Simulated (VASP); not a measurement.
Wanted: the native input for a VASP 6.6.1 run.

| Item | Value |
| --- | --- |
| Task | single point |
| Functional | PBE |
| Potentials or basis | VASP PAW PBE potentials, release 64 (Cu) |
| Cutoff | 520 eV |
| k mesh | 13 × 13 × 13 |
| Occupations | fermi-dirac, width 0.05 eV |
| Spin | no spin polarisation |
| Dipole correction | no |
| Further INCAR settings | ALGO = Fast; EDIFF = 1e-06; NBANDS = 12 |

The structure of Cu lies in POSCAR:

```
Cu
1.0
   -1.4523485211      1.4523485211      1.3851948378
    1.4523485211     -1.4523485211      1.3851948378
    1.4523485211      1.4523485211     -1.3851948378
Cu
1
Direct
    0.0000000000      0.0000000000      0.0000000000
```

This isn't the form of Cu at room conditions, which is fcc.

The cell isn't the ideal one: volume scaled by 1.02.

The input as run:

INCAR

```
ALGO     = Fast           # electronic algorithm
EDIFF    = 1E-6           # SCF threshold, eV
ENCUT    = 520            # plane-wave cutoff, eV
GGA      = PE             # functional
ISIF     = 2              # what is computed and relaxed
ISMEAR   = -1             # smearing method
LASPH    = T              # aspherical terms in the spheres
LCHARG   = F              # write CHGCAR
LREAL    = F              # projectors in reciprocal space
LWAVE    = F              # write WAVECAR
NBANDS   = 12             # bands
NELM     = 100            # most SCF steps
PREC     = Accurate       # precision mode
SIGMA    = 0.05           # smearing width, eV
```

KPOINTS

```
k-points
0
Gamma
  13 13 13
```

Potentials or basis: VASP PAW PBE potentials, release 64 (Cu).

Launch:

```bash
$ cat potpaw_PBE.64/Cu/POTCAR > POTCAR
$ mpirun -np 1 vasp_std > vasp.out
```

It gave:

```json
{"Pressure": "4.8 GPa", "Band gap on the k mesh": "none (metal or under the smearing width)"}
```

It took 20 s on 1 thread of Intel(R) Xeon(R) Platinum 8488C (Sapphire Rapids) (shared host), peak memory 0.13 GiB.
